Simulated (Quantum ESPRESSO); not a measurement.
Crystal: Na.

```xyz
1
Lattice="-2.1410 2.1410 2.1410 2.1410 -2.1410 2.1410 2.1410 2.1410 -2.1410" Properties=species:S:1:pos:R:3 pbc="T T T"
Na    0.0000    0.0000    0.0000
```

| Property | Result |
| --- | --- |
| Program | Quantum ESPRESSO 7.5 |
| Task | single point |
| Functional | PBE |
| Potentials or basis | SSSP 1.3 efficiency PBE |
| Cutoff | 748 eV |
| Density cutoff | 5987 eV |
| k mesh | 9 × 9 × 9 |
| Occupations | fermi-dirac, width 0.05 eV |
| Spin | no spin polarisation |

On this cell: pressure -0.4 GPa; band gap on the k mesh none (metal or under the smearing width).

The same run follows on a disturbed copy (cell strained at random at fixed volume):

```
Na
1.0
    -2.05761    2.14356    2.19933
     2.10814   -2.08308    2.18937
     2.09200    2.11746   -2.13885
Na
1
Direct
  0.99870 0.99979 0.99469
```

Task: What does the disturbed cell give?

Result: The energy (extrapolated to zero smearing) moves by +1.8 meV/atom; pressure -0.4 GPa; band gap on the k mesh none (metal or under the smearing width).

Stress tensor (GPa, compression positive):
```
-0.37 -0.09 -0.15
-0.09 -0.35 -0.20
-0.15 -0.20 -0.48
```
